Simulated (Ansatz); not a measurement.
# Generalised stacking fault in Ge

Level of theory: DFT r2SCAN, scalar-relativistic, plane waves, PAW in Ansatz. Settings: plane waves to 500 eV, k-mesh 10×10×3 (Γ-centred), Gaussian smearing 0.03 eV. No spin polarisation. Energies are free energies at this smearing, counted from the undisturbed cell; pressure is positive in compression.

The starting cell (relaxed at this level; this form isn't the usual structure):

```
Ge
1.0
    -4.00346    0.00000    0.00000
    -2.00173   -3.46709    0.00000
     0.00000    0.00000   13.15265
Ge
8
Direct
  0.00000 0.00000 0.15684
  0.00000 0.00000 0.34316
  0.00000 0.00000 0.65684
  0.00000 0.00000 0.84316
  0.33333 0.33333 0.09412
  0.66667 0.66667 0.40588
  0.66667 0.66667 0.59412
  0.33333 0.33333 0.90588
```

The cut lies on the cell's a–b face, a (0 0 1) plane (indices in the standard cell, whose axes needn't be the Cartesian ones shown) of area 13.88 Å², between layers 2.48 Å apart. Vector c is tilted by f times 1·a + 0·b (length 4.003 Å) with the atoms' Cartesian places fixed: one unrelaxed fault a cell.

| f | γ (mJ/m²) | shear traction, the slope of γ along the slip (GPa) | gap on the mesh (eV) |
| --- | --- | --- | --- |
| 0.0000 | 0 | 0.0 | 0.27 |
| 0.1000 | 80 | 4.1 | 0.21 |
| 0.2000 | 339 | 8.8 | 0.00 |
| 0.3000 | 772 | 12.3 | 0.00 |
| 0.4000 | 1267 | 11.3 | 0.00 |
| 0.5000 | 1541 | -0.1 | 0.00 |

By symmetry 0.6000 repeats 0.4000, 0.8000 repeats 0.2000, 0.7000 repeats 0.3000, 0.9000 repeats 0.1000 in energy, with the opposite slope along the path.

Cost: 6 runs of about 9.3 core-minutes in all, on Oxide Virtual Turin-like Processor (Zen 5) (shared hosts).